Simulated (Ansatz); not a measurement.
# ZrS2 (CdI2 type): zero-pressure volume and bulk modulus with r²SCAN

One table from this session's results is given with a row withheld; the runs are named, their logs left out.

Method: DFT r²SCAN, scalar-relativistic, plane waves, PAW, in Ansatz 0.2.0.

1 further run of the same task is left out (set aside as unsound or not needed). Runs told in other sessions of the task aren't counted.

## The starting structure

Symmetry: P-3m1, No. 164, trigonal system. The conventional cell has a = 3.644 Å, b = 3.644 Å, c = 5.806 Å, α = 90.00°, β = 90.00°, γ = 120.00°. Zr (site symmetry -3m) is surrounded by 6 S at 2.56 Å. Around S (site symmetry 3m) lie 3 Zr at 2.56 Å.

Structure file:

```cif
data_structure
_symmetry_space_group_name_H-M 'P-3m1'
_symmetry_Int_Tables_number 164
_cell_length_a 3.6437
_cell_length_b 3.6437
_cell_length_c 5.8059
_cell_angle_alpha 90.000
_cell_angle_beta 90.000
_cell_angle_gamma 120.000
_cell_volume 66.76
loop_
_atom_site_label
_atom_site_type_symbol
_atom_site_symmetry_multiplicity
_atom_site_Wyckoff_symbol
_atom_site_fract_x
_atom_site_fract_y
_atom_site_fract_z
_atom_site_occupancy
Zr1 Zr 1 a 0.00000 0.00000 0.00000 1
S1 S 2 d 0.33333 0.66667 0.25101 1
```

At PBE, an earlier run found 2.32 GPa for this cell of 22.252 Å³/atom (8×8×4 mesh), gap on the mesh 0.77 eV.

The first run:

input.yaml

```yaml
crystal:
  lattice:
    - [3.643748191, 0.0, 0.0]
    - [-1.8218740955, 3.1555784984, 0.0]
    - [0.0, 0.0, 5.8059423572]
  atoms:
    - { symbol: Zr, position: [0.0, 0.0, 0.0] }
    - { symbol: S, position: [0.3333333333, 0.6666666667, 0.2510079396] }
    - { symbol: S, position: [0.6666666667, 0.3333333333, 0.7489920604] }
basis:
  ecutwfc: 500
  ecutrho_ratio: 4
kpoints:
  mp_grid: { grid: [8, 8, 4] }
hamiltonian:
  xc: r2scan
scf:
  occupations: { method: gaussian, width: 0.05 }
output:
  forces: true
  stress: true
  eigenvalues: true
relax:
  f_tol: 0.02
  max_steps: 40
  cell: { stress_tol: 0.2, fix: [volume] }
```

Command:

```console
ansatz run input.yaml --threads 4 --pin off --max-ram 8192MiB --backend cpu --events-out ev --progress --plain --runs-dir out
```

Among the steps run: At the given cell; Stepping to 22.554 Å³/atom; Stepping to 23.582 Å³/atom; Stepping to 23.906 Å³/atom; Stepping to 23.982 Å³/atom; Volume × 0.98 of the new zero; Volume × 1.02 of the new zero; Volume × 0.96 of the new zero; Volume × 1.04 of the new zero.

One table of the session follows, with a row left open; its other results are not shown here.

It belongs to the step «Energy and pressure against volume». 

```
volume (Å³/atom)  energy (meV/atom)  pressure (GPa)
          23.022               2.36            0.87
          23.502               0.54            0.31
          23.982               0.00           -0.04
          24.461                  ?               ?
          24.941               1.38           -0.40
```

**Question.** Estimate the row for volume (Å³/atom) = 24.461.

Worked estimate for «energy (meV/atom)». A straight line through the neighbours (23.982, 0.00) and (24.941, 1.38) gives 0.00 + (1.38 − 0.00) × (24.461 − 23.982) / (24.941 − 23.982) = 0.69; a parabola fitted to 3 rows on both sides gives 0.28.

The run gave: energy (meV/atom): 0.38; pressure (GPa): -0.24. In «energy (meV/atom)» the line misses by +0.31 and the parabola by -0.10.
